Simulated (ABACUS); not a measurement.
## MgSe: equation of state with WC

Crystal: MgSe.

```
Se Mg
1.0
     0.00000    2.72550    2.72550
     2.72550    0.00000    2.72550
     2.72550    2.72550    0.00000
Se Mg
1 1
Direct
  0.50000 0.50000 0.50000
  0.00000 0.00000 0.00000
```

```
Program                                       : ABACUS 3.10.1
Task                                          : equation of state
Functional                                    : WC
Potentials or basis                           : SG15 ONCV 1.2 PBE
Cutoff                                        : 1184 eV
Density cutoff                                : 4735 eV
Basis                                         : plane waves
k mesh                                        : 6 × 6 × 6
Occupations                                   : fermi-dirac, width 0.05 eV
Spin                                          : no spin polarisation
Radial cutoff of the potentials (pseudo_rcut) : 7 bohr
SCF threshold on the density                  : 1e-08
Max SCF steps                                 : 100
Eigensolver                                   : dav
Mixing                                        : broyden
Mixing share                                  : 0.7
Symmetry key                                  : 1
Bands                                         : 12
```

* Equilibrium volume: 20.63 Å³/atom
* Bulk modulus: 64 GPa
* Pressure derivative of the bulk modulus: 4.1 (rough: it moves with the points fitted)

Energy against volume, from the lowest point:
```tsv
volume (Å³/atom)	energy (meV/atom)
19.031	28.26
19.841	6.42
20.651	0.00
21.461	6.18
```

All runs of the series together: 30 s on 4 threads of Intel(R) Xeon(R) Platinum 8259CL CPU @ 2.50GHz (Skylake/Cascade Lake), with other jobs on the host.

Caveat: the potentials were made for another functional, which shifts forces and pressure. Zero-point motion and thermal expansion aren't in these numbers.
